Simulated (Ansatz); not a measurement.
Crystal: ZrSe2.

```
CELL_PARAMETERS angstrom
3.79800 0.00000 0.00000
-1.89900 3.28916 0.00000
0.00000 0.00000 6.19200
ATOMIC_POSITIONS crystal
Zr 0.00000 0.00000 0.00000
Se 0.66667 0.33333 0.75000
Se 0.33333 0.66667 0.25000
```

- Program: Ansatz 0.2.0
- Task: relaxation of cell and atoms
- Functional: BLYP
- Dispersion: D4
- Potentials or basis: Ansatz PAW
- Cutoff: 420 eV (not typed: the program's choice for these potentials)
- k mesh: 8 × 8 × 5
- Occupations: fermi-dirac, width 0.05 eV
- Spin: no spin polarisation

At the start: volume 25.78 Å³/atom.

**Question.** Where does the relaxation end?

**Answer.** It ends after 4 steps and the volume is 25.56 Å³/atom (-0.9 %); space group P-3m1 (No. 164, to 0.05 Å).

The path:
```tsv
step	energy change (eV)	largest force (eV/Å)	volume (Å³)
1	0.0000	0.4718	77.35
2	-0.0223	0.0242	76.89
3	-0.0225	0.0025	76.67
4	-0.0224	0.0024	76.67
```

Final structure:
```cif
data_structure
_symmetry_space_group_name_H-M 'P 1'
_symmetry_Int_Tables_number 1
_cell_length_a 3.8071
_cell_length_b 3.8071
_cell_length_c 6.1084
_cell_angle_alpha 90.000
_cell_angle_beta 90.000
_cell_angle_gamma 120.000
_cell_volume 76.67
loop_
_atom_site_label
_atom_site_type_symbol
_atom_site_fract_x
_atom_site_fract_y
_atom_site_fract_z
_atom_site_occupancy
Zr1 Zr 0.00000 0.00000 0.00000 1
Se1 Se 0.66667 0.33333 0.74077 1
Se2 Se 0.33333 0.66667 0.25923 1
```

Caveat: the plane-wave basis is chosen anew once the cell has moved, so the energies of steps on either side of that aren't comparable; the PAW data sets come from PBE, with cores solved anew for the run's functional, which leaves a small shift of forces and pressure.
